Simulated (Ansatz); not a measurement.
# V under changes of volume

One of the cells (13.872 Å³/atom); the others are scaled copies at fixed shape and fractional positions:

```
V
1.0
     2.60429    0.00000    0.00000
    -1.30215    2.25538    0.00000
     0.00000    0.00000    4.72334
V
2
Direct
  0.33333 0.66667 0.25000
  0.66667 0.33333 0.75000
```

This isn't the form of V at room conditions, which is bcc.

```yaml
Program: Ansatz 0.2.0
Functional: LDA
Potentials_or_basis: Ansatz PAW
Cutoff: "420 eV (not typed: the program's choice for these potentials)"
k_mesh: 12 × 12 × 6
Occupations: fermi-dirac, width 0.05 eV
Spin: collinear spin, ferromagnetic start
Starting_moments: "[2.0, 2.0] μB"
```

```tsv
volume (Å³/atom)	energy over the lowest point (meV/atom)	pressure (GPa)
13.039	0.00	-2.4
13.317	7.82	-6.3
13.594	?	?
13.872	41.94	-12.9
14.149	67.01	-15.7
14.427	96.70	-18.2
14.704	130.56	-20.5
```

Q: What does the run at 13.594 Å³/atom give?

A: Energy over the lowest point 22.02 meV/atom; pressure -9.8 GPa.

Worked out: A Birch-Murnaghan fit of order 3 (a polynomial in V^(-2/3)) to the other rows has its minimum at 12.87 Å³/atom, just outside them, with B0 = V·E''(V) = 202 GPa and B' = 4.0 at fixed shape and positions, which overstates the stiffness. It gives 21.99 meV/atom at 13.594 Å³/atom, against the run's 22.02, and -dE/dV = -9.9 GPa, against -9.8.

Energies are extrapolated to zero smearing.

Caveats: the PAW data sets come from PBE, with cores solved anew for the run's functional, which leaves a small shift of forces and pressure; the starting moments weren't kept.
